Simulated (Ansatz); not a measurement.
Consider the formal exchange of groups at a C–C bond: `CCCC(=O)O` + `C=C1C=C1` → `C=C1C=C1C` + `CCC(=O)O`.

Isolated molecules relaxed with PBE0-D4/def2-TZVP in Ansatz; ΔE leaves out vibrations. CCSD(T)/CBS adds triple-zeta CCSD(T) − MP2 to the extrapolated MP2 energy (def2 sets, frozen cores). Functionals use def2-TZVPP. B3LYP here is the variant with VWN-RPA as its local correlation; programs differ in this. Each species was taken in one conformer, which may not be the lowest.

```csv
level,ΔE (kcal/mol),difference from CCSD(T)/CBS
PBE-D4,-9.0,-2.0
r2SCAN-D4,-8.8,-1.8
B3LYP-D4,-8.5,-1.5
ωB97X-V,-7.6,-0.6
B2PLYP,-8.4,-1.4
PBE,-9.4,-2.4
PBE0,-9.1,-2.1
B3LYP,-9.1,-2.1
HF/def2-TZVPP,-8.6,-1.6
CCSD/def2-TZVPP,-7.1,-0.1
CCSD(T)/def2-TZVPP,-7.0,0.0
HF/def2-QZVPP,-8.6,-1.6
MP2/def2-QZVPP,-7.5,-0.5
HF/CBS(def2),-8.6,-1.6
MP2/CBS(def2),-7.5,-0.5
CCSD/CBS(def2),-7.1,-0.1
CCSD(T)/CBS,-7.0,0
```

Largest T1 diagnostic among the species: 0.014.

In def2-TZVPP, CCSD(T) changes the Hartree–Fock value by +1.6 kcal/mol (the triples alone add +0.1 kcal/mol) and MP2 by +1.1 kcal/mol.

CCSD(T)/CBS has its own doubt, a few kJ/mol and more with outer-core shells, so smaller differences from it don't rank the levels.
